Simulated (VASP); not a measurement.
# Sb (Fm-3m) in VASP: a series of runs, part 2 of 2

VASP 6.6.1. The steps go on from the part before.

**3. Single point, PBE, non-collinear spin, zero start, spin-orbit coupling**

Contents of INCAR:

```
SYSTEM = Sb
PREC     = Accurate       ! precision mode
ENCUT    = 520            ! plane-wave cutoff, eV
EDIFF    = 1E-7           ! SCF threshold, eV
ISMEAR   = -1             ! smearing method
SIGMA    = 0.03           ! smearing width, eV
LREAL    = .FALSE.        ! projectors in reciprocal space
LASPH    = .TRUE.         ! aspherical terms in the spheres
NELM     = 150            ! most SCF steps
ALGO     = Normal         ! electronic algorithm
ISIF     = 2              ! what is computed and relaxed
LWAVE    = .FALSE.        ! write WAVECAR
LCHARG   = .FALSE.        ! write CHGCAR
MAGMOM   = 0 0 0          ! initial moments
LORBIT   = 11             ! projections on sites
LSORBIT  = .TRUE.         ! spin-orbit coupling
GGA_COMPAT= .FALSE.      
LORBMOM  = .TRUE.       
GGA      = PE             ! functional
NBANDS   = 16             ! bands
```

Contents of KPOINTS:

```
Automatic mesh
0
G
  14 14 14
  0 0 0
```

Contents of POSCAR:

```
Sb
1.0
    0.0000000000      2.3050000000      2.3050000000
    2.3050000000      0.0000000000      2.3050000000
    2.3050000000      2.3050000000      0.0000000000
Sb
1
Direct
    0.0000000000      0.0000000000      0.0000000000
```

Potentials or basis: VASP PAW PBE potentials, release 64 (Sb).

Run with:

```
> cat potpaw_PBE.64/Sb/POTCAR > POTCAR
> mpirun -np 1 vasp_ncl > vasp.out
```

OUTCAR:

```text
SYSTEM = Sb
   PREC = Accurate
   ENCUT = 520
   EDIFF = 1E-7
   ISMEAR = -1
   LREAL = .FALSE.
   LASPH = .TRUE.
   NELM = 150
   ISIF = 2
   LORBIT = 11
   LSORBIT = .TRUE.
   GGA = PE

 ion  position               nearest neighbor table
   1  0.000  0.000  0.000-

  LATTYP: Found a face centered cubic cell.
 ALAT       =     4.6100000000

  Lattice vectors:

 A1 = (   0.0000000000,   2.3050000000,   2.3050000000)
 A2 = (   2.3050000000,   0.0000000000,   2.3050000000)
 A3 = (   2.3050000000,   2.3050000000,   0.0000000000)

Analysis of symmetry for initial positions (statically):
=====================================================================
 Subroutine PRICEL returns:
 Original cell was already a primitive cell.

 Routine SETGRP: Setting up the symmetry group for a
 face centered cubic supercell.

 Subroutine GETGRP returns: Found 48 space group operations
 (whereof 48 operations were pure point group operations)
 out of a pool of 48 trial point group operations.

The static configuration has the point symmetry O_h .

Analysis of symmetry for dynamics (positions and initial velocities):
=====================================================================
 Subroutine PRICEL returns:
 Original cell was already a primitive cell.

 Routine SETGRP: Setting up the symmetry group for a
 face centered cubic supercell.

 Subroutine GETGRP returns: Found 48 space group operations
 (whereof 48 operations were pure point group operations)
 out of a pool of 48 trial point group operations.

The dynamic configuration has the point symmetry O_h .

Analysis of structural, dynamic, and magnetic symmetry:
=====================================================================
 Subroutine PRICEL returns:
 Original cell was already a primitive cell.
[... 627 lines left out ...]
  -------------------------------------------------------------------------------------
  Total        1.3273230      1.3273230      1.3273230     -0.0000000     -0.0000000      0.0000000
  in kB       86.8249266     86.8249266     86.8249266     -0.0000000     -0.0000000      0.0000000
  external PRESSURE =      86.8249266 kB  Pullay stress =       0.0000000 kB

 VOLUME and BASIS-vectors are now :
 -----------------------------------------------------------------------------
  energy-cutoff  :      520.00
  volume of cell :       24.49
      direct lattice vectors                 reciprocal lattice vectors
     0.000000000  2.305000000  2.305000000    -0.216919740  0.216919740  0.216919740
     2.305000000  0.000000000  2.305000000     0.216919740 -0.216919740  0.216919740
     2.305000000  2.305000000  0.000000000     0.216919740  0.216919740 -0.216919740

 POSITION                                       TOTAL-FORCE (eV/Angst)
 -----------------------------------------------------------------------------------
      0.00000      0.00000      0.00000         0.000000      0.000000      0.000000
 -----------------------------------------------------------------------------------
    total drift:                                0.000000     -0.000000     -0.000000

  FREE ENERGIE OF THE ION-ELECTRON SYSTEM (eV)
  ---------------------------------------------------
  free  energy   TOTEN  =        -3.8143532647 eV

  energy  without entropy=       -3.8113214058  energy(sigma->0) =       -3.81283734

 orbital moment (x)

 # of ion     p       d       tot
 ----------------------------------------
  1         0.000   0.000   0.000
 ----------------------------------------
            0.000   0.000   0.000

 orbital moment (y)

 # of ion     p       d       tot
 ----------------------------------------
  1         0.000  -0.000  -0.000
 ----------------------------------------
            0.000  -0.000  -0.000

 orbital moment (z)

 # of ion     p       d       tot
 ----------------------------------------
  1         0.000   0.000   0.000
 ----------------------------------------
            0.000   0.000   0.000

 Spin-Orbit-Coupling matrix elements

 Ion:    1  E_soc:     -0.1399519
 l=   1
     0.0000000    -0.0230182    -0.0230182
    -0.0230182     0.0000000    -0.0230182
    -0.0230182    -0.0230182     0.0000000
 l=   2
     0.0000000    -0.0000790     0.0000000    -0.0000790    -0.0002281
    -0.0000790     0.0000000    -0.0001711    -0.0000790    -0.0000570
     0.0000000    -0.0001711     0.0000000    -0.0001711     0.0000000
    -0.0000790    -0.0000790    -0.0001711     0.0000000    -0.0000570
    -0.0002281    -0.0000570     0.0000000    -0.0000570     0.0000000
 l=   3
     0.0000000     0.0000000     0.0000000     0.0000000     0.0000000     0.0000000     0.0000000
     0.0000000     0.0000000     0.0000000     0.0000000     0.0000000     0.0000000     0.0000000
     0.0000000     0.0000000     0.0000000     0.0000000     0.0000000     0.0000000     0.0000000
     0.0000000     0.0000000     0.0000000     0.0000000     0.0000000     0.0000000     0.0000000
     0.0000000     0.0000000     0.0000000     0.0000000     0.0000000     0.0000000     0.0000000
     0.0000000     0.0000000     0.0000000     0.0000000     0.0000000     0.0000000     0.0000000
     0.0000000     0.0000000     0.0000000     0.0000000     0.0000000     0.0000000     0.0000000

 total charge

# of ion       s       p       d       tot
------------------------------------------
    1        1.253   1.071   0.053   2.377

 magnetization (x)

# of ion       s       p       d       tot
------------------------------------------
    1        0.000   0.000   0.000   0.000

 magnetization (y)

# of ion       s       p       d       tot
------------------------------------------
    1        0.000   0.000   0.000   0.000

 magnetization (z)

# of ion       s       p       d       tot
------------------------------------------
    1        0.000   0.000   0.000   0.000
```

OSZICAR:

```text
N       E                     dE             d eps       ncg     rms          rms(c)
DAV:   1     0.126558750766E+02    0.12656E+02   -0.17058E+03  3328   0.485E+02
DAV:   2    -0.320769977784E+01   -0.15864E+02   -0.15170E+02  4512   0.904E+01
DAV:   3    -0.381521624006E+01   -0.60752E+00   -0.59902E+00  4280   0.161E+01
DAV:   4    -0.381900797573E+01   -0.37917E-02   -0.37912E-02  4160   0.162E+00
DAV:   5    -0.381904641196E+01   -0.38436E-04   -0.38437E-04  4256   0.167E-01    0.235E+00
DAV:   6    -0.381609332481E+01    0.29531E-02   -0.76265E-04  4008   0.171E-01    0.138E+00
DAV:   7    -0.381468146477E+01    0.14119E-02   -0.58918E-04  3824   0.151E-01    0.788E-01
DAV:   8    -0.381435373787E+01    0.32773E-03   -0.33451E-04  3920   0.114E-01    0.283E-02
DAV:   9    -0.381435360927E+01    0.12860E-06   -0.10688E-05  3920   0.252E-02    0.327E-03
DAV:  10    -0.381435348332E+01    0.12595E-06   -0.17033E-07  4272   0.314E-03    0.542E-04
DAV:  11    -0.381435332701E+01    0.15631E-06   -0.56696E-09  2808   0.549E-04    0.505E-04
DAV:  12    -0.381435326470E+01    0.62316E-07   -0.56742E-10  2080   0.193E-04
   1 F= -.38143533E+01 E0= -.38128373E+01  d E =-.303186E-02  mag=     0.0000     0.0000    -0.0000
```

It took 29 s on 1 thread of Intel Xeon Platinum 8488C (Sapphire Rapids), shared host; peak memory 0.22 GiB.

What came out:

```yaml
Free_energy: -3.8144 eV
Pressure: 8.7 GPa
Net_moment: 0.00 μB per cell
Valence_electrons_inside_the_program's_atomic_spheres: Sb 2.38
```

Moments on the atoms (μB; x, y, z):
```
Sb  0.00 0.00 0.00
```
